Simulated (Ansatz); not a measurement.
**CdI₂ — electric field gradients**

The cell is a Materials Project structure (computed, not necessarily an observed phase), taken as it stands.

```
Cd I
1.0
     4.28623    0.00000    0.00000
    -2.14311    3.71198    0.00000
     0.00000    0.00000   29.10699
Cd I
4 8
Direct
  0.00000 0.00000 0.00000
  0.66667 0.33333 0.74995
  0.33333 0.66667 0.25005
  0.00000 0.00000 0.50000
  0.00000 0.00000 0.30917
  0.66667 0.33333 0.44110
  0.00000 0.00000 0.69083
  0.33333 0.66667 0.55890
  0.33333 0.66667 0.80913
  0.66667 0.33333 0.94110
  0.66667 0.33333 0.19087
  0.33333 0.66667 0.05890
```

Sites (sets of like atoms) are named by element and the number of their first atom in this list.

All values are calculated (Ansatz; DFT, PBE, plane waves and PAW, scalar-relativistic, 420 eV cutoff, Γ-centred 8×8×1 k-points, Fermi–Dirac smearing 0.02 eV), not measured.

V_zz is the principal component of the electric field gradient with the largest magnitude, η = (V_xx − V_yy)/V_zz and C_Q = eQV_zz/h.

¹²⁷I: I = 5/2, Q = -688.2 mb. Nuclear quadrupole moments: year-2017 set (Pyykkö).

Question: Give the quadrupolar parameters of the distinct sites.

Answer: 

```csv
site,atoms (order as listed),first shell,V_zz (10²¹ V/m²),η,C_Q (MHz)
Cd1,"1, 4",6 I at 3.01 Å,0.17,0.00,–
Cd2,"2, 3",6 I at 3.01–3.02 Å,0.11,0.00,–
I5,"5, 7, 9, 11",3 Cd at 3.01 Å,-5.96,0.00,99.1
I6,"6, 8",3 Cd at 3.01 Å,-6.49,0.00,108
I10,"10, 12",3 Cd at 3.01 Å,-6.29,0.00,105
```

An axis of threefold or higher order runs through Cd1, Cd2, I5, I6 and I10, so V_zz lies along it and η is zero.

Cd has no stable isotope with a ground-state quadrupole moment in the table, so no C_Q is given.

Without spin–orbit coupling the gradients at and beside I can be off by some per cent, at some sites by more.

The run took 46 s of wall time (46 s of CPU time) and 0.91 GiB at its peak, on 1 thread of Arm Neoverse V2 (aarch64; 8 cores open to the job, memory cap 3.0 GiB, no GPU), a shared host with a load of 0.4 a core.
